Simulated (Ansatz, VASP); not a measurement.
## Two plane-wave programs on BeS

```
CELL_PARAMETERS angstrom
0.00000 1.99517 1.99517
1.99517 0.00000 1.99517
1.99517 1.99517 0.00000
ATOMIC_POSITIONS crystal
Be 0.00000 0.00000 0.00000
S 0.25000 0.25000 0.25000
```

Change from the starting cell: volume scaled by 0.55, PAW files.

Alike in both runs: task electric field gradients; functional PBE; k mesh 10 × 10 × 10; occupations fermi-dirac, width 0.03 eV; no spin polarisation.

|  | VASP | Ansatz |
| --- | --- | --- |
| version | VASP 6.6.1 | Ansatz 0.2.0 |
| potentials or method | VASP PAW PBE potentials, release 64 (Be, S) | PAW with Ansatz's default frozen-core files, scalar-relativistic |
| plane-wave cutoff (eV) | 520 | 420 |
| valence electrons in the cell | 8 | 8 |

|  | VASP | Ansatz | Ansatz less VASP |
| --- | --- | --- | --- |
| pressure (GPa) | 168.7 | 169.0 | +0.28 |
| Vzz of the field gradient on the site that differs most (V/Å²) | 0.0 | 0.0 | 0.00 |

Caveats: the cell as given lies far from equilibrium; so large a pressure means that the cell lies far from this level's equilibrium, or that cutoff or potentials fall short (VASP). A k mesh can miss the band edges.
